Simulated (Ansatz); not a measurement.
AlNi3:

```
CELL_PARAMETERS angstrom
0.00000 2.80189 2.80189
2.80189 0.00000 2.80189
2.80189 2.80189 0.00000
ATOMIC_POSITIONS crystal
Ni 0.75000 0.75000 0.75000
Ni 0.00000 0.00000 0.00000
Ni 0.25000 0.25000 0.25000
Al 0.50000 0.50000 0.50000
```

The cell comes from a database or a generator and needn't be the stable form of this composition.

Base run:

| Item | Value |
| --- | --- |
| Program | Ansatz 0.2.0 |
| Functional | PBEsol |
| Potentials or basis | all-electron LAPW, non-relativistic |
| Cutoff | 305 eV (chosen from the basis error) |
| Basis error allowed | 0.002 eV/atom |
| k mesh | 8 × 8 × 8 |
| Occupations | fermi-dirac, width 0.05 eV |
| Spin | collinear spin, ferromagnetic start |
| Starting moments | [1.0, 1.0, 1.0, 0.0] μB |

Its results: pressure 2.4 GPa; net moment 0.00 μB per cell.

Q: The run is repeated on the same cell with these changes: potentials or basis from all-electron LAPW, non-relativistic to all-electron PAW datasets made for the crystal. What comes out?

A: Pressure -0.8 GPa; net moment 0.00 μB per cell.

Caveats: the starting moments weren't kept.
